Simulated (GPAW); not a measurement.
# PtSe2 (Sudovikovite) (P-3m1) in GPAW: notebook

Aim: see how the results for PtSe2 (Sudovikovite) move with the level of theory and the settings. Levels: PBE, BLYP. Tasks: band structure.

All numbers are computed with GPAW 26.7.0; they aren't measurements. Logs are shortened: lines on timing, memory, paths and dates and some standing lists are left out, and cuts for length are marked. The log counts tension as positive stress, the text compression.

**1. The structure**

The structure is trigonal, space group P-3m1 (No. 164). Conventional cell: a = 3.724 Å, b = 3.724 Å, c = 5.062 Å, α = 90.00°, β = 90.00°, γ = 120.00°. Pt (site symmetry -3m) has 6 Se at 2.49 Å as nearest neighbours. Around Se (site symmetry 3m) lie 3 Pt at 2.49 Å.

**2. Band structure, PBE, spin-orbit coupling, no magnetisation**

File run.py:

```python
import numpy as np
from ase.dft.bandgap import bandgap
from ase.io import read, write
from ase.units import GPa
from gpaw import GPAW, PW
from gpaw.spinorbit import soc_eigenstates

atoms = read('PtSe2.cif')

calc = GPAW(mode=PW(600),
            xc='PBE',
            kpts={'size': (6, 6, 4), 'gamma': True},
            occupations={'name': 'fermi-dirac', 'width': 0.05},
            nbands=26,
            convergence={'density': 1e-05, 'energy': 1e-05},
            maxiter=150,
            txt='gpaw.txt')
atoms.calc = calc
energy = atoms.get_potential_energy()
forces = atoms.get_forces()
stress = atoms.get_stress()
calc.write('gs.gpw')
write('result.traj', atoms)
print(f'Energy: {energy:.6f} eV')
print('Forces (eV/A):')
print(forces.round(4))
print('Stress (GPa):', (stress / GPa).round(3))
print('Fermi level:', round(calc.get_fermi_level(), 4), 'eV')
print(f'Gap: {bandgap(calc)[0]:.4f} eV, direct: {bandgap(calc, direct=True)[0]:.4f} eV')

path = atoms.cell.bandpath('GMKGALHA,LM,KH', npoints=80, eps=1e-4)
bs_calc = calc.fixed_density(kpts=path, symmetry='off', nbands=41,
                             convergence={'bands': 'CBM+6.0', 'eigenstates': 1e-6}, txt='bands.txt')
bs = bs_calc.band_structure()
bs.write('bs.json')
print(f'Gap on the path: {bandgap(bs_calc)[0]:.4f} eV')

soc = soc_eigenstates(bs_calc, theta=54.7, phi=45)
np.savetxt('soc_bands.dat', soc.eigenvalues(), fmt='%.4f')
mesh = soc_eigenstates('gs.gpw', theta=54.7, phi=45)
np.savetxt('soc_mesh.dat', mesh.eigenvalues(), fmt='%.4f')
print('Fermi level with spin-orbit coupling:', round(mesh.fermi_level, 4), 'eV')
```

File PtSe2.cif:

```cif
data_PtSe2
_cell_length_a 3.72400000
_cell_length_b 3.72400000
_cell_length_c 5.06200000
_cell_angle_alpha 90.00000000
_cell_angle_beta 90.00000000
_cell_angle_gamma 120.00000000
_space_group_name_H-M_alt 'P1'
_space_group_name_Hall 'P 1'
_space_group_IT_number 1
loop_
_space_group_symop_operation_xyz
'x,y,z'
loop_
_atom_site_label
_atom_site_type_symbol
_atom_site_symmetry_multiplicity
_atom_site_Wyckoff_symbol
_atom_site_fract_x
_atom_site_fract_y
_atom_site_fract_z
_atom_site_occupancy
Pt1 Pt 1 a 0.0000000000 0.0000000000 0.0000000000 1
Se1 Se 1 a 0.6666666667 0.3333333333 0.7500000000 1
Se2 Se 1 a 0.3333333333 0.6666666667 0.2500000000 1
```

Potentials or basis: GPAW PAW data sets (gpaw-data 1.2.1), pw.

The run is started by

```sh
$ OMP_NUM_THREADS=1 python run.py
```

gpaw.txt:

```text
__  _  _
 | _ |_)|_||  |
 |__||  | ||/\| - 26.7.0

Input parameters:
  mode=PW(ecut=600.0),
  convergence={'density': 1e-05, 'energy': 1e-05},
  kpts=MonkhorstPack(size=(6, 6, 4), gamma=True),
  maxiter=150,
  nbands=26,
  occupations=Occupations(name='fermi-dirac', width=0.05),
  xc=XC(name='PBE')

Diagonalizing LCAO Hamiltonian
Converting LCAO to pw mode

            Se

        Se

       Pt

Atoms  # Å, Bohr magnetons
|   | symbol |         x |        y |        z |    initial magnetic moments |
|---|--------|-----------|----------|----------|-----------------------------|
| 0 |     Pt |  0.000000 | 0.000000 | 0.000000 | ( 0.0000,  0.0000,  0.0000) |
| 1 |     Se |  1.862000 | 1.075026 | 3.796500 | ( 0.0000,  0.0000,  0.0000) |
| 2 |     Se | -0.000000 | 2.150052 | 1.265500 | ( 0.0000,  0.0000,  0.0000) |

Unit cell  # Å
| periodic |         x |        y |        z |  lengths |     angles |
|----------|-----------|----------|----------|----------|------------|
|      yes |  3.724000 | 0.000000 | 0.000000 | 3.724000 |  90.000000 |
|      yes | -1.862000 | 3.225079 | 0.000000 | 3.724000 |  90.000000 |
|      yes |  0.000000 | 0.000000 | 5.062000 | 5.062000 | 120.000000 |

Number of symmetries: 12
Symmetry operations  # r_c * U_cc + t_c -> r_c
|    | kind |            matrix            |
|----|------|------------------------------|
|  0 |  σ   |  1, 1, 0,  0,-1, 0,  0, 0, 1 |
|  1 |  S6  |  1, 1, 0, -1, 0, 0,  0, 0,-1 |
|  2 |  E   |  1, 0, 0,  0, 1, 0,  0, 0, 1 |
|  3 |  C2  |  1, 0, 0, -1,-1, 0,  0, 0,-1 |
|  4 |  C2  |  0, 1, 0,  1, 0, 0,  0, 0,-1 |
|  5 |  C3  |  0, 1, 0, -1,-1, 0,  0, 0, 1 |
|  6 |  S6  |  0,-1, 0,  1, 1, 0,  0, 0,-1 |
|  7 |  σ   |  0,-1, 0, -1, 0, 0,  0, 0, 1 |
|  8 |  σ   | -1, 0, 0,  1, 1, 0,  0, 0, 1 |
|  9 |  i   | -1, 0, 0,  0,-1, 0,  0, 0,-1 |
| 10 |  C3  | -1,-1, 0,  1, 0, 0,  0, 0, 1 |
| 11 |  C2  | -1,-1, 0,  0, 1, 0,  0, 0,-1 |

BZ-sampling:
  Number of BZ points: 144
  Number of IBZ points: 24

  Monkhorst-Pack size: [6, 6, 4]
  Monkhorst-Pack shift: [0.08333333333333333, 0.08333333333333333, 0.125]

K-points  # in reciprocal-cell coordinates
|     |                                coordinates |     weight |
|-----|--------------------------------------------|------------|
|   0 | (  0.00000000,   0.00000000,   0.00000000) | 0.00694444 |
|   1 | (  0.00000000,   0.00000000,   0.25000000) | 0.01388889 |
|   2 | (  0.00000000,   0.00000000,   0.50000000) | 0.00694444 |
|   3 | (  0.16666667,   0.00000000,  -0.25000000) | 0.04166667 |
|   4 | (  0.16666667,   0.00000000,   0.00000000) | 0.04166667 |
|   5 | (  0.16666667,   0.00000000,   0.25000000) | 0.04166667 |
|   6 | (  0.16666667,   0.00000000,   0.50000000) | 0.04166667 |
|   7 | (  0.33333333,  -0.16666667,   0.00000000) | 0.04166667 |
|   8 | (  0.33333333,  -0.16666667,   0.25000000) | 0.08333333 |
|   9 | (  0.33333333,  -0.16666667,   0.50000000) | 0.04166667 |
| ... |                                            |            |
|  23 | (  0.50000000,   0.50000000,   0.50000000) | 0.02083333 |

Plane wave coefficients: 2051
Cutoff: 600.0 eV

Spin-components: 1 (collinear spins)
Bands:           26
Projectors:      16
Spin-degeneracy: 2
Datatype:        complex128

Parallelization:
  kpt:    1
  domain: 1
  band:   1

Density:
  Valence electrons: 28.0
  Components: 1
  Grid points: [24 24 30]
  Charge: 0.0  # |e|

Potential:
  Grid points: [24 24 30]

species:
  Pt:
    name:    Platinum
    Z:       78.0
    valence: 16
    core:    62
    charge:  0.0  # [|e|]
    compensation charges:
      type: gauss
      rc: 0.41  # [Å]
      lmax: 2
    cutoffs:
      filter: 2.26  # [Å]
      core: 2.26  # [Å]
    projectors
    | kind |    occ | energy [eV] | rcut [Å] |
    |------|--------|-------------|----------|
    |   6s |  1.000 |      -5.628 |    1.307 |
    |   5p |  6.000 |     -56.051 |    1.371 |
    |   6p |  0.000 |      -0.845 |    1.371 |
    |   5d |  9.000 |      -6.153 |    1.307 |
    |    s |        |      21.583 |    1.307 |
    |    d |        |      21.058 |    1.307 |

    Using partial waves for Pt as LCAO basis

  Se:
    name:    Selenium
    Z:       34.0
    valence: 6
    core:    28
    charge:  0.0  # [|e|]
    compensation charges:
      type: gauss
      rc: 0.27  # [Å]
      lmax: 2
    cutoffs:
      filter: 1.77  # [Å]
      core: 2.67  # [Å]
    projectors
    | kind |    occ | energy [eV] | rcut [Å] |
    |------|--------|-------------|----------|
    |   4s |  2.000 |     -17.277 |    0.847 |
    |   4p |  4.000 |      -6.512 |    1.005 |
    |    s |        |       9.935 |    0.847 |
    |    p |        |      20.699 |    1.005 |
    |    d |        |       0.000 |    0.847 |

    Using partial waves for Se as LCAO basis

Reference energy: -632582.427029  # eV

eigensolver:
  PPCG
  Converge bands: occupied
  niter=2

density mixing:
  MSR1-Mixer
  Pratt-step length: 0.05
  Maximum mixing coefficient: 0.75
  Old densities: 10
  SVD Regularization: 0.005
  Good broyden scale: 1.0
  Trust region scale: 1.0
  Backstep threshold: 4.0
  History deletion threshold: 6.0
  Fourier metric: weight=20.0, sigma=0.015

occupation numbers:
  Fermi-Dirac:
    width: 0.0500  # eV

poisson solver:
  ecut: 4800.0  # eV

xc functional:
  name: PBE with 2 nearest neighbor stencil

convergence criteria:
- Maximum integral of absolute [dens]ity change: 1e-05 electrons / valence electron
- Maximum [total energy] change in last 3 cyles: 1e-05 eV / valence electron
- Maximum integral of absolute [eigenst]ate change: 4e-08 eV^2 / valence electron
maximum number of iterations: 150

SCF iterations
|iter     | |      energy | eigst |  dens |
|---------|-|-------------|-------|-------|
|iter:   1| |  -15.363600 | +0.15 |       |
|iter:   2| |  -15.025213 | -2.10 | -1.13 |
|iter:   3| |  -14.504386 | -1.90 | -1.19 |
|iter:   4| |  -14.482900 | -3.28 | -1.59 |
|iter:   5| |  -14.469925 | -3.33 | -1.84 |
|iter:   6| |  -14.469951 | -4.52 | -2.64 |
|iter:   7| |  -14.470022c| -5.04 | -3.16 |
|iter:   8| |  -14.470028c| -6.62 | -3.92 |
|iter:   9| |  -14.470029c| -7.70c| -4.52 |
|iter:  10| |  -14.470029c| -7.62c| -4.98 |
|iter:  11| |  -14.470029c| -8.49c| -6.01c|

Converged in 11 steps
Energy contributions relative to reference atoms: (reference = -632582.427029)

Energy contributions:
  Kinetic:          12.006885
  Coulomb:         -12.805217
  Zero:             -0.513783
  External:          0.000000
  Xc:              -13.154179
  Entropy:          -0.007471
  Spinorbit:         0.000000
  ----------------------------
  Free energy:     -14.473765
  Extrapolated:    -14.470029

dipole moment: (-6.413543, -11.108582, -17.435744)  # |e|*Ang

Fermi level: 8.366
Eigenvalues  # (at kpt = [0.000, 0.000, 0.000])
| band index |      eig [eV] | occ [0-2] |
|------------|---------------|-----------|
|          0 |       -45.526 |     2.000 |
|        ... |               |           |
|          5 |         1.186 |     2.000 |
|          6 |         1.901 |     2.000 |
|          7 |         1.901 |     2.000 |
|          8 |         4.336 |     2.000 |
|          9 |         4.336 |     2.000 |
|         10 |         5.791 |     2.000 |
[... 8 lines left out ...]
|         19 |        15.695 |     0.000 |
|         20 |        20.227 |     0.000 |
|        ... |               |           |
|         25 |        21.025 |     0.000 |

No gap
No difference between direct/indirect transitions

Forces  # eV/Ang
|        x |        y |        z |
|----------|----------|----------|
| -0.00000 |  0.00000 |  0.00000 |  # Pt   0
| -0.00000 | -0.00000 | -0.61188 |  # Se   1
|  0.00000 | -0.00000 |  0.61188 |  # Se   2

Stress tensor  # eV/Ang^3
|         x |         y |         z |
|-----------|-----------|-----------|
| -0.050233 |  0.000000 |  0.000000 |
|  0.000000 | -0.050233 |  0.000000 |
|  0.000000 |  0.000000 | -0.038071 |

# Writing to gs.gpw (mode='')
```

Wall time 91 s (1 thread of Arm Neoverse V1, shared host); peak memory 0.38 GiB.

What came out:

```yaml
Free_energy: -14.4738 eV
Pressure: 7.4 GPa
Largest_force: 0.612 eV/Å
Band_gap_along_the_path: none (metal or under the smearing width)
```

Forces on the atoms (eV/Å):
```
Pt   0.000  0.000  0.000
Se   0.000  0.000 -0.612
Se   0.000  0.000  0.612
```

Levels at the corners of the path, in eV from the Fermi level:
| point | band 25 | band 26 | band 27 | band 28 | band 29 | band 30 | band 31 | band 32 |
| --- | --- | --- | --- | --- | --- | --- | --- | --- |
| Γ | -0.84 | -0.84 | 0.38 | 0.38 | 1.35 | 1.35 | 1.47 | 1.47 |
| M | -3.28 | -3.28 | -2.76 | -2.76 | 0.65 | 0.65 | 2.29 | 2.29 |
| K | -1.96 | -1.96 | -1.75 | -1.75 | -0.06 | -0.06 | 0.10 | 0.10 |
| Γ | -0.84 | -0.84 | 0.38 | 0.38 | 1.35 | 1.35 | 1.47 | 1.47 |
| A | -1.69 | -1.69 | -1.31 | -1.31 | 2.21 | 2.21 | 2.29 | 2.29 |
| L | -2.92 | -2.91 | -1.36 | -1.36 | 0.95 | 0.95 | 1.50 | 1.50 |
| H | -2.57 | -2.57 | -2.34 | -2.34 | 1.91 | 1.91 | 2.00 | 2.00 |
| A | -1.69 | -1.69 | -1.31 | -1.31 | 2.21 | 2.21 | 2.29 | 2.29 |
| L | -2.92 | -2.91 | -1.36 | -1.36 | 0.95 | 0.95 | 1.50 | 1.50 |
| M | -3.28 | -3.28 | -2.76 | -2.76 | 0.65 | 0.65 | 2.29 | 2.29 |
| K | -1.96 | -1.96 | -1.75 | -1.75 | -0.06 | -0.06 | 0.10 | 0.10 |
| H | -2.57 | -2.57 | -2.34 | -2.34 | 1.91 | 1.91 | 2.00 | 2.00 |

Caveat: spin-orbit coupling was added after a scalar SCF, so levels and gaps hold it while energy, forces, pressure and moments don't; this program's spin-orbit splittings come out too wide for heavy elements.

[end of part 1 of 2]
